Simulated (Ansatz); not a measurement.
RbBr: computed properties

These are results of Ansatz 0.2.0, DFT PBE, scalar-relativistic, plane waves, PAW, not measurements.

Plane waves to 420 eV, a k mesh through Γ of 6×6×6 on the computed 2-atom cell and Gaussian smearing (0.02 eV); no spin polarisation.

The structure is relaxed at this level of theory with its symmetry kept.

Symmetry: Fm-3m, No. 225, cubic system. Conventional cell: a = 7.017 Å, b = 7.017 Å, c = 7.017 Å, α = 90.00°, β = 90.00°, γ = 90.00°. Rb (site symmetry m-3m) has 6 Br at 3.51 Å as nearest neighbours. Br (site symmetry m-3m) has 6 Rb at 3.51 Å as nearest neighbours.

* Volume per atom: 43.19 Å³
* Formation energy from the elements' standard states (Br, Hg as crystals; uncorrected): -1.770 eV/atom
* Kohn–Sham band gap: 4.19 eV, direct at Γ
* Löwdin character of the top 1 eV of the valence band: Br 4p 96 %
* Löwdin character of the lowest 1 eV of the conduction band: Rb 5s 76 %, Br 4s 15 %
* Electron masses at the edge by Cartesian direction of the standard setting (m_e; degenerate bands sorted by energy; no spin-orbit coupling): x: 0.39; y: 0.39; z: 0.39
* Hole masses at the edge by Cartesian direction of the standard setting (m_e; degenerate bands sorted by energy; no spin-orbit coupling): x: 5.6, 5.6, 0.63; y: 5.6, 5.6, 0.63; z: 5.6, 5.6, 0.63
* Bulk modulus: 11.9 GPa
* Its pressure derivative: 4.9
* Electronic dielectric constant xx, yy, zz of the standard setting (independent particles): 2.7, 2.7, 2.7
* Bader charges (e): Rb (1 in the cell) 0.83, Br (1 in the cell) -0.83